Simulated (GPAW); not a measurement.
Crystal: Ir.

```
CELL_PARAMETERS angstrom
2.75138 0.00000 0.00000
-1.37569 2.38276 0.00000
0.00000 0.00000 4.46229
ATOMIC_POSITIONS crystal
Ir 0.33333 0.66667 0.25000
Ir 0.66667 0.33333 0.75000
```

This isn't the form of Ir at room conditions, which is fcc.

| Quantity | Value |
| --- | --- |
| Program | GPAW 26.7.0 |
| Task | relaxation of cell and atoms |
| Functional | PBEsol |
| Dispersion | D3 |
| Potentials or basis | PAW data sets generated in the run's folder for this functional |
| Cutoff | 600 eV |
| Basis | pw |
| k mesh | 8 × 8 × 5 |
| Occupations | fermi-dirac, width 0.05 eV |
| Spin | no spin polarisation |

At the start: pressure -19.9 GPa; volume 14.63 Å³/atom.

Problem. Where does the relaxation end?

Solution. Over 6 steps the energy falls by 53.8 meV/atom and the volume is 13.81 Å³/atom (-5.6 %); space group P6_3/mmc (No. 194, to 0.05 Å).

The path:
```csv
step,energy change (eV),largest force (eV/Å),pressure (GPa),volume (Å³)
1,0.0000,0.0000,-19.94,29.25
2,-0.0959,0.0000,-7.09,28.14
3,-0.1073,0.0000,0.71,27.57
4,-0.1075,0.0000,0.00,27.62
5,-0.1075,0.0000,-0.04,27.62
6,-0.1076,0.0000,-0.02,27.62
```

Final structure:
```
Ir
1.0
     2.70238    0.00000    0.00000
    -1.35119    2.34033    0.00000
     0.00000    0.00000    4.36726
Ir
2
Direct
  0.33333 0.66667 0.25000
  0.66667 0.33333 0.75000
```

Caveat: later steps reuse the first step's grids; pairwise dispersion overbinds metals, which lowers pressure and volume.
